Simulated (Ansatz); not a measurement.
Starting cell, GeTe (alpha-GeTe type, space group R3m):

```
GeTe
1.0
    4.22663     2.44024     7.27983
   -2.11331     1.22012     3.63992
    0.00000    -2.44024     3.63992
Ge Te
2 2
Cartesian
  0.00000   0.00000   2.55779
  2.11331   1.22012   6.19770
  0.00000   0.00000   8.36196
  2.11331   1.22012  12.00188
```

The atoms are displaced by Q × the pattern below (from a DFPT mode at L = (0.5, 0.0, 0.0), largest move 1; Q in Å), at fixed cell. (q is in reciprocal vectors of the primitive cell; the cell shown is doubled to hold the pattern.)

```csv
atom,x,y,z
Ge1,-0.500,0.866,0.000
Ge2,0.500,-0.866,0.000
Te3,0.422,-0.731,0.000
Te4,-0.422,0.731,0.000
```

Method: PBE (plane waves to 420 eV, PAW, scalar-relativistic; Ansatz, a program for electronic structure). k mesh 5×10×10 (Γ-centred), Fermi-Dirac smearing 0.05 eV. GeTe was relaxed with its symmetry unable to fall. Spin-orbit coupling is left out, though Te is heavy. 

```json
[
 {"Q (Å)": "-0.180", "−dE/dQ from forces (eV/Å)": "1.116"},
 {"Q (Å)": "-0.150", "−dE/dQ from forces (eV/Å)": "0.936"},
 {"Q (Å)": "-0.120", "−dE/dQ from forces (eV/Å)": "0.753"},
 {"Q (Å)": "-0.090", "−dE/dQ from forces (eV/Å)": "0.567"},
 {"Q (Å)": "-0.060", "−dE/dQ from forces (eV/Å)": "0.379"},
 {"Q (Å)": "-0.030", "−dE/dQ from forces (eV/Å)": "0.190"},
 {"Q (Å)": "0.000", "−dE/dQ from forces (eV/Å)": "0.000"},
 {"Q (Å)": "0.030", "−dE/dQ from forces (eV/Å)": "-0.190"},
 {"Q (Å)": "0.060", "−dE/dQ from forces (eV/Å)": "-0.379"},
 {"Q (Å)": "0.090", "−dE/dQ from forces (eV/Å)": "-0.567"},
 {"Q (Å)": "0.120", "−dE/dQ from forces (eV/Å)": "-0.753"},
 {"Q (Å)": "0.150", "−dE/dQ from forces (eV/Å)": "-0.936"},
 {"Q (Å)": "0.180", "−dE/dQ from forces (eV/Å)": "-1.116"}
]
```

### Question
What harmonic wavenumber does the curvature at Q = 0 give?

### Answer
73 cm⁻¹. E″ = 6.33 eV/Å², M = Σ mᵢ|uᵢ|² = 326.9 u, ν̃ = 521.5·√(|E″|/M).

(For displaced atoms, the force is minus the slope of the energy, and its curvature is a force constant, which sets phonon frequencies.)
